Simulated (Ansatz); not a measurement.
Density of states of LaAlO3 (Pm-3m) above the conduction band minimum, PBEsol with spin-orbit coupling, rigid bands in Ansatz (a first-principles code); cell volume 53.7 Å³.

(energy from edge (eV), 10⁻³ states/eV/cell): (0.006, 23.1); (0.031, 52.8); (0.056, 73.1); (0.081, 89.6); (0.106, 107); (0.131, 122); (0.156, 138); (0.181, 151); (0.206, 168); (0.231, 184); (0.256, 202); (0.281, 217); (0.319, 247); (0.344, 266); (0.369, 287); (0.394, 310); (0.419, 335); (0.444, 363); (0.469, 392); (0.494, 422); (0.519, 460); (0.544, 502); (0.569, 549); (0.594, 602)

Question: What effective density of states at 300 K does this give (∫ g(E) exp(−E/k_BT) dE, both spins, divided by the cell's size)?

Answer: 2.1e19 cm⁻³, a density-of-states mass of 0.89 mₑ, valleys and band degeneracy included.

Geometry: cell and atoms relaxed with PBEsol.

LaAlO3 (Pm-3m): a high-temperature phase held by its symmetry.
